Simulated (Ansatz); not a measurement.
The system is Ir.

```
Ir
1.0
     0.00000    1.91560    1.91560
     1.91560    0.00000    1.91560
     1.91560    1.91560    0.00000
Ir
1
Direct
  0.00000 0.00000 0.00000
```

Base run:

| Item | Value |
| --- | --- |
| Program | Ansatz 0.2.0 |
| Functional | LDA |
| Potentials or basis | all-electron LAPW, relativistic spinors |
| Cutoff | 284 eV (chosen from the basis error) |
| Basis error allowed | 0.001 eV/atom |
| k mesh | 9 × 9 × 9 |
| Occupations | fermi-dirac, width 0.05 eV |
| Spin | spin-orbit coupling, no magnetisation |

Its results: pressure -6.0 GPa.

The run is repeated on the same cell with these changes: potentials or basis from all-electron LAPW, relativistic spinors to all-electron LAPW, scalar-relativistic; spin from spin-orbit coupling, no magnetisation to no spin polarisation. What comes out?

Pressure -6.7 GPa.

Caveats: the k mesh is thin for a metal, which can move the energy by tens of meV per atom.
